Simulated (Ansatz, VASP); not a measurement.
One calculation of PbSe (Clausthalite), two programs

INCAR

```
SYSTEM = PbSe
PREC = Accurate ; ENCUT = 520
EDIFF = 1E-6 ; ISMEAR = 0
SIGMA = 0.01 ; LREAL = .False.
LASPH = .True. ; NELM = 100
ALGO = Normal ; ISIF = 2
LWAVE = .False. ; LCHARG = .False.
GGA = PS ; NBANDS = 17
```

File KPOINTS:

```
regular mesh
0
Gamma
  4 4 4
  0 0 0
```

Contents of POSCAR:

```
PbSe
1.0
    0.0000000000      3.0606500000      3.0606500000
    3.0606500000      0.0000000000      3.0606500000
    3.0606500000      3.0606500000      0.0000000000
Pb Se
1 1
Direct
    0.0000000000      0.0000000000      0.0000000000
    0.5000000000      0.5000000000      0.5000000000
```

Input for Ansatz:

```yaml
crystal:
  lattice:
    - [0.0, 3.06065, 3.06065]
    - [3.06065, 0.0, 3.06065]
    - [3.06065, 3.06065, 0.0]
  atoms:
    - { symbol: Pb, position: [0.0, 0.0, 0.0] }
    - { symbol: Se, position: [0.5, 0.5, 0.5] }
kpoints:
  mp_grid:
    grid: [4, 4, 4]
hamiltonian:
  xc: pbesol
  pseudopotentials:
    kind: paw
scf:
  convergence:
    dr2_threshold: 1.0e-09
  occupations:
    method: fixed
output:
  forces: true
  stress: true
  eigenvalues: true
```

Alike in both runs: task single point; functional PBEsol; k mesh 4 × 4 × 4; no spin polarisation.

|  | VASP | Ansatz |
| --- | --- | --- |
| version | VASP 6.6.1 | Ansatz 0.2.0 |
| potentials or method | VASP PAW PBE potentials, release 64 (Pb_d, Se) | plane waves, PAW |
| plane-wave cutoff (eV) | 520 | 420 |
| occupations | gaussian, width 0.01 eV | fixed |
| valence electrons in the cell | 20 | 30 |

|  | VASP | Ansatz | Ansatz less VASP |
| --- | --- | --- | --- |
| gap on the k mesh at the Fermi level (eV) | 0.20 | 0.20 | -0.003 |
| pressure (GPa) | -0.5 | -0.5 | +0.01 |

The two sets of potentials don't hold the same shells in valence. Ansatz warned: «stress_scf_threshold_loose».

Caveats: the k mesh is coarse (spacing up to 0.44 Å⁻¹), so the values aren't converged; the PAW data sets were made with another functional, which shifts forces and pressure a little (VASP); spin-orbit coupling is left out, which as a rule narrows the gap of such compounds by several tenths of an eV.
